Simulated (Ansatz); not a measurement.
NaCl

Method: PBEsol, scalar-relativistic; no spin polarisation; PAW, 420 eV, Γ-centred 10×10×10 mesh, 0.05 eV Gaussian smearing; code Ansatz. The datasets are Ansatz's generated set soft_2.

```
Na Cl
1.0
     3.44755    0.00000    0.00000
     0.00000    3.44755    0.00000
     0.00000    0.00000    3.44755
Na Cl
1 1
Direct
  0.00000 0.00000 0.00000
  0.50000 0.50000 0.50000
```

The chain of runs began from a cell as deposited in COD, expanded in volume.

Cell and atoms are those of this level's equilibrium.

Elastic constants come from the stress of slightly strained cells with relaxed atoms, in GPa, Voigt order xx, yy, zz, yz, xz, xy in the Cartesian frame of the vectors above.

**Question.** Give the elastic tensor.

**Answer.** 
```
81.8  2.0  2.0  0.0  0.0  0.0
 2.0 81.8  2.0  0.0  0.0  0.0
 2.0  2.0 81.8  0.0  0.0  0.0
 0.0  0.0  0.0 -0.9  0.0  0.0
 0.0  0.0  0.0  0.0 -0.9  0.0
 0.0  0.0  0.0  0.0  0.0 -0.9
```

**Question.** Is the crystal mechanically stable, and what are its polycrystalline moduli?

**Answer.** Unstable: the tensor has an eigenvalue of -0.9 GPa, so some strain lowers the energy and averaged moduli mean nothing. This holds for the static lattice at 0 K; thermal motion can hold such a phase at higher temperature.

It took of the order of 28 core-seconds on a shared host.

